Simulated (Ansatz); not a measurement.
Structures of AlFe: which is lowest?

Plane-wave DFT in Ansatz with scalar-relativistic PAW potentials, cutoff 420 eV, Γ-centred meshes chosen by cell and gap, Gaussian smearing with energies taken to zero width. Every cell was relaxed (cell and atoms) in a run of its own, within the symmetry of its start. Functional: PBE.

Relaxed structures (starts from databases or built by putting these elements on another compound's sites):
A. P-6m2, 2 atoms in the computed cell, a = 2.705 Å, c = 4.061 Å; sites (symmetry × multiplicity) Al -6m2 × 1, Fe -6m2 × 1; start: built
B. Pm-3m, 2 atoms in the computed cell, a = 2.875 Å; sites (symmetry × multiplicity) Al m-3m × 1, Fe m-3m × 1; start: database

Question: Rank them by energy. Could pressure change the order?

Answer:
| structure | group | E − E(lowest) (meV/atom) | V (Å³/atom) | gap on mesh (eV) |
| --- | --- | --- | --- | --- |
| B | Pm-3m | 0.0 | 11.88 | 0.00 |
| A | P-6m2 | 119 | 12.87 | 0.00 |

B is lowest, 119 meV/atom under A. The lowest is also the densest of these, so pressure wouldn't bring one of the others in at first order. Other structures may lie lower than all of these, and vibrations aren't counted.

Only parallel moments were tried here. Magnetic cells started from one order each; another order can shift an energy by tens of meV per atom.